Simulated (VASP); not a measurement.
# PbS (Pm-3m) in VASP: a series of runs

One crystal, PbS, is run at these levels: LDA; tasks: single point.

All numbers are computed with VASP 6.6.1; they aren't measurements. Logs are shortened: lines on timing, memory, paths and dates and some standing lists are left out, and cuts for length are marked.

## Step 1: Starting point

The structure is cubic, space group Pm-3m (No. 221). Conventional cell: a = 3.654 Å, b = 3.654 Å, c = 3.654 Å, α = 90.00°, β = 90.00°, γ = 90.00°. Pb (site symmetry m-3m) has 8 S at 3.16 Å as nearest neighbours. Around S (site symmetry m-3m) lie 8 Pb at 3.16 Å.

Measurements of this composition are mostly on another form, of space group No. 225.

## Step 2: Single point, LDA

INCAR reads:

```
SYSTEM = PbS
PREC = Accurate ; ENCUT = 520
EDIFF = 1E-6 ; ISMEAR = 0
SIGMA = 0.15 ; LREAL = .FALSE.
LASPH = .TRUE. ; NELM = 100
ALGO = Normal ; ISIF = 2
LWAVE = .FALSE. ; LCHARG = .TRUE.
GGA = CA ; LELF = .TRUE.
LVHAR = .TRUE. ; NBANDS = 17
```

KPOINTS reads:

```
regular mesh
0
G
  14 14 14
  0 0 0
```

POSCAR reads:

```
PbS
1.0
    3.6536590000      0.0000000000      0.0000000000
    0.0000000000      3.6536590000      0.0000000000
    0.0000000000      0.0000000000      3.6536590000
Pb S
1 1
Direct
    0.0000000000      0.0000000000      0.0000000000
    0.5000000000      0.5000000000      0.5000000000
```

Potentials or basis: VASP PAW LDA potentials, release 64 (Pb_d, S).

Launch:

```sh
$ cat potpaw_LDA.64/Pb_d/POTCAR potpaw_LDA.64/S/POTCAR > POTCAR
$ mpirun -np 1 vasp_std > vasp.out
```

OUTCAR:

```text
SYSTEM = PbS
   PREC = Accurate
   ENCUT = 520
   EDIFF = 1E-6
   ISMEAR = 0
   LREAL = .FALSE.
   LASPH = .TRUE.
   NELM = 100
   ISIF = 2
   GGA = CA

 ion  position               nearest neighbor table
   1  0.000  0.000  0.000-   2 3.16   2 3.16   2 3.16   2 3.16   2 3.16   2 3.16   2 3.16   2 3.16

   2  0.500  0.500  0.500-   1 3.16   1 3.16   1 3.16   1 3.16   1 3.16   1 3.16   1 3.16   1 3.16

  LATTYP: Found a simple cubic cell.
 ALAT       =     3.6536590000

  Lattice vectors:

 A1 = (   3.6536590000,   0.0000000000,   0.0000000000)
 A2 = (   0.0000000000,   3.6536590000,   0.0000000000)
 A3 = (   0.0000000000,   0.0000000000,   3.6536590000)

Analysis of symmetry for initial positions (statically):
=====================================================================
 Subroutine PRICEL returns:
 Original cell was already a primitive cell.

 Routine SETGRP: Setting up the symmetry group for a
 simple cubic supercell.

 Subroutine GETGRP returns: Found 48 space group operations
 (whereof 48 operations were pure point group operations)
 out of a pool of 48 trial point group operations.

The static configuration has the point symmetry O_h .

Analysis of symmetry for dynamics (positions and initial velocities):
=====================================================================
 Subroutine PRICEL returns:
 Original cell was already a primitive cell.

 Routine SETGRP: Setting up the symmetry group for a
 simple cubic supercell.

 Subroutine GETGRP returns: Found 48 space group operations
 (whereof 48 operations were pure point group operations)
 out of a pool of 48 trial point group operations.

The dynamic configuration has the point symmetry O_h .

 Subroutine INISYM returns: Found 48 space group operations
 (whereof 48 operations are pure point group operations),
 and found     1 'primitive' translations

----------------------------------------------------------------------------------------

                                     Primitive cell

  volume of cell :      48.7735

  direct lattice vectors                    reciprocal lattice vectors
     3.653659000  0.000000000  0.000000000     0.273698230  0.000000000  0.000000000
     0.000000000  3.653659000  0.000000000     0.000000000  0.273698230  0.000000000
     0.000000000  0.000000000  3.653659000     0.000000000  0.000000000  0.273698230

  length of vectors
     3.653659000  3.653659000  3.653659000     0.273698230  0.273698230  0.273698230
[... 81 lines left out ...]
   EDIFF  = 0.1E-05   stopping-criterion for ELM
   LREAL  =      F    real-space projection
   EDIFFG = 0.1E-04   stopping-criterion for IOM
   NSW    =      0    number of steps for IOM
   IBRION =     -1    ionic relax: 0-MD 1-quasi-New 2-CG
   NFREE  =      0    steps in history (QN), initial steepest desc. (CG)
   ISIF   =      2    stress and relaxation
   ISYM   =      2    0-nonsym 1-usesym 2-fastsym
   POTIM  = 0.5000    time-step for ionic-motion
   TEBEG  =    0.0;   TEEND  =   0.0 temperature during run
   PSTRESS=    0.0 pullay stress
   NELECT =      20.0000    total number of electrons
   NUPDOWN=      -1.0000    fix difference up-down
   EMIN   =  10.00;   EMAX   =-10.00  energy-range for DOS
   EFERMI =   0.00;   METHOD = LEGACY
   ISMEAR =     0;   SIGMA  =   0.15  broadening in eV -4-tet -1-fermi 0-gaus
   EFERMI_NEDOS =   21; number of points for ismear=-14 and -15
   IALGO  =     38    algorithm
   IMIX   =      4    mixing-type and parameters
     AMIX     =   0.40;   BMIX     =  1.00
     AMIX_MAG =   1.60;   BMIX_MAG =  1.00
  volume/ion in A,a.u.               =      24.39       164.57
  Fermi-wavevector in a.u.,A,eV,Ry     =   1.216252  2.298383 20.126668  1.479268
  Thomas-Fermi vector in A             =   2.351612
   LORBIT       =      0    0 simple, 1 ext, 2 COOP (PROOUT), +10 PAW based schemes
   GGA     = CA    functional components
   LHFCALC =     F    Hartree Fock is set to
   AEXX    =    0.0000 exact exchange contribution
   IVDW    =     0    specifies the selected vdW correction
   LEPSILON=     F    determine dielectric tensor
   LRPA    =     F    only Hartree local field effects (RPA)
 non-spin polarized calculation
 Gauss-broadening in eV      SIGMA  =   0.15
  energy-cutoff  :      520.00
  volume of cell :       48.77
 maximum number of plane-waves:      1357
 NGX is ok and might be reduce to    28
   NGX = 13   NGY = 13   NGZ = 13

 number of electron      19.9999995 magnetization

 Free energy of the ion-electron system (eV)
  ---------------------------------------------------
  ext. energy  EPLUGINS =         0.00000000
  ---------------------------------------------------
  free energy    TOTEN  =        -9.50411405 eV

  energy without entropy =       -9.49646535  energy(sigma->0) =       -9.50028970

 E-fermi :   5.8325     XC(G=0): -10.4797

 val. band max:        5.8085981585   @ k =   0.2143   0.2143   0.1429
 cond. band min:       5.8510592838   @ k =   0.5000   0.4286   0.3571
 fundamental gap:      0.0424611253
 Fermi energy:         5.8324709185

 k-point     1 :       0.0000    0.0000    0.0000
  band No.  band energies     occupation
      1     -10.9405      2.00000
      2     -10.9405      2.00000
      3     -10.7292      2.00000
      4     -10.7292      2.00000
      5     -10.7292      2.00000
      6      -7.2232      2.00000
[... 457 lines left out ...]
      4     -10.7735      2.00000
      5     -10.7459      2.00000
      6      -5.9399      2.00000
[... 9 lines left out ...]
     16      16.4724      0.00000
     17      17.2902      0.00000

 [... further k-points ...]

------------------------ aborting loop because EDIFF is reached ----------------------------------------

  FORCE on cell =-STRESS in cart. coord.  units (eV):
  Direction    XX          YY          ZZ          XY          YZ          ZX
  --------------------------------------------------------------------------------------
  -------------------------------------------------------------------------------------
  Total       -1.5714014     -1.5714014     -1.5714014      0.0000000      0.0000000      0.0000000
  in kB      -51.6194873    -51.6194873    -51.6194873      0.0000000      0.0000000      0.0000000
  external PRESSURE =     -51.6194873 kB  Pullay stress =       0.0000000 kB

 VOLUME and BASIS-vectors are now :
 -----------------------------------------------------------------------------
  energy-cutoff  :      520.00
  volume of cell :       48.77
      direct lattice vectors                 reciprocal lattice vectors
     3.653659000  0.000000000  0.000000000     0.273698230  0.000000000  0.000000000
     0.000000000  3.653659000  0.000000000     0.000000000  0.273698230  0.000000000
     0.000000000  0.000000000  3.653659000     0.000000000  0.000000000  0.273698230

 POSITION                                       TOTAL-FORCE (eV/Angst)
 -----------------------------------------------------------------------------------
      0.00000      0.00000      0.00000         0.000000      0.000000      0.000000
      1.82683      1.82683      1.82683         0.000000      0.000000      0.000000
 -----------------------------------------------------------------------------------
    total drift:                               -0.000000      0.000000      0.000000

  FREE ENERGIE OF THE ION-ELECTRON SYSTEM (eV)
  ---------------------------------------------------
  free  energy   TOTEN  =        -9.5041140486 eV

  energy  without entropy=       -9.4964653483  energy(sigma->0) =       -9.50028970
```

OSZICAR:

```text
N       E                     dE             d eps       ncg     rms          rms(c)
DAV:   1     0.154790970818E+03    0.15479E+03   -0.97256E+03  4104   0.126E+03
DAV:   2     0.171865546969E+01   -0.15307E+03   -0.14761E+03  4326   0.315E+02
DAV:   3    -0.983684288946E+01   -0.11555E+02   -0.11288E+02  5464   0.906E+01
DAV:   4    -0.101142277098E+02   -0.27738E+00   -0.27707E+00  5145   0.149E+01
DAV:   5    -0.101238657000E+02   -0.96380E-02   -0.96371E-02  5983   0.277E+00    0.419E+00
DAV:   6    -0.952122860153E+01    0.60264E+00   -0.16930E+00  6332   0.897E+00    0.299E+00
DAV:   7    -0.951214440859E+01    0.90842E-02   -0.10657E-01  4663   0.166E+00    0.173E+00
DAV:   8    -0.950497605784E+01    0.71684E-02   -0.22033E-02  4664   0.111E+00    0.324E-01
DAV:   9    -0.950413263551E+01    0.84342E-03   -0.52252E-03  5800   0.435E-01    0.105E-01
DAV:  10    -0.950417838319E+01   -0.45748E-04   -0.75204E-04  5421   0.183E-01    0.115E-01
DAV:  11    -0.950411610972E+01    0.62273E-04   -0.25233E-04  5983   0.948E-02    0.111E-02
DAV:  12    -0.950411431746E+01    0.17923E-05   -0.14958E-05  4813   0.250E-02    0.763E-03
DAV:  13    -0.950411404858E+01    0.26888E-06   -0.23648E-06  4211   0.928E-03
   1 F= -.95041140E+01 E0= -.95002897E+01  d E =-.764870E-02
```

Run time: 1.8 min. Hardware: 1 thread of Intel Xeon Platinum 8488C (Sapphire Rapids), shared host; peak memory 0.21 GiB.

What came out:

```
Free energy            : -9.5041 eV
Pressure               : -5.2 GPa
Band gap on the k mesh : none (metal or under the smearing width)
```

The run has no spin-orbit coupling, so splittings on Pb are missing.

## Step 3: Single point, LDA

INCAR reads:

```
  PREC = Accurate
  ENCUT = 520
  EDIFF = 1E-6
  ISMEAR = 0
  SIGMA = 0.15
  LREAL = False
  LASPH = True
  NELM = 80
  ALGO = Normal
  ISIF = 2
  LWAVE = False
  LCHARG = False
  GGA = CA
  NBANDS = 17
```

KPOINTS reads:

```
Automatic mesh
0
Gamma
  14 14 14
```

POSCAR is that of step 2.

Potentials or basis: VASP PAW LDA potentials, release 64 (Pb_d, S).

Launch:

```sh
$ cat potpaw_LDA.64/Pb_d/POTCAR potpaw_LDA.64/S/POTCAR > POTCAR
$ mpirun -np 1 vasp_std > vasp.out
```

Wall time 90 s (1 thread of Intel Xeon Platinum 8488C (Sapphire Rapids), shared host); peak memory 0.2 GiB.

Results (log left out):

| Property | Result |
| --- | --- |
| Free energy | -9.5041 eV |
| Pressure | -5.2 GPa |
| Band gap on the k mesh | none (metal or under the smearing width) |

Levels at points of the mesh, in eV from the Fermi level:
```csv
k point,band 6,band 7,band 8,band 9,band 10,band 11,band 12,band 13,band 14,band 15
"(0.00, 0.00, 0.00)",-13.06,-6.70,-1.54,-1.54,-1.54,5.47,5.47,6.46,6.46,6.46
"(0.50, 0.00, 0.00)",-11.72,-9.01,-0.40,-0.40,-0.06,0.26,3.88,3.88,6.70,9.21
"(0.50, 0.50, 0.00)",-10.95,-7.27,-4.42,-4.42,-0.21,4.16,4.16,5.84,7.18,9.52
"(0.50, 0.50, 0.50)",-10.71,-5.97,-2.32,-2.32,-2.32,-0.53,-0.53,-0.53,13.62,13.62
```
